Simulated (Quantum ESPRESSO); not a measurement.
**SrO: dielectric tensor and Born charges under several settings**

```
Sr O
1.0
     0.00000    2.60007    2.60007
     2.60007    0.00000    2.60007
     2.60007    2.60007    0.00000
Sr O
1 1
Direct
  0.50000 0.50000 0.50000
  0.00000 0.00000 0.00000
```

All runs used Quantum ESPRESSO 7.5; potentials SG15 PBE 1.2; k mesh 6 × 6 × 6, shifted; no spin polarisation; cutoff 952 eV; occupations smeared at first, fixed for the response.

```tsv
level	geometry	volume (Å³/atom)	ε∞ (diagonal)	Born charge of atom 1 (e)
RPBE	volume scaled by 1.04	17.58	3.72	2.44
PBE	volume scaled by 0.88	14.87	?	?
```

Task: What stands in the row left open?

Result: ε∞ 3.88; Born charge of atom 1 2.54 e.

Caveats: the potentials were made for another functional, which shifts forces and pressure (some runs).

For the row left open. Caveat: the cutoff is too short for stress, so the log's stress isn't used.
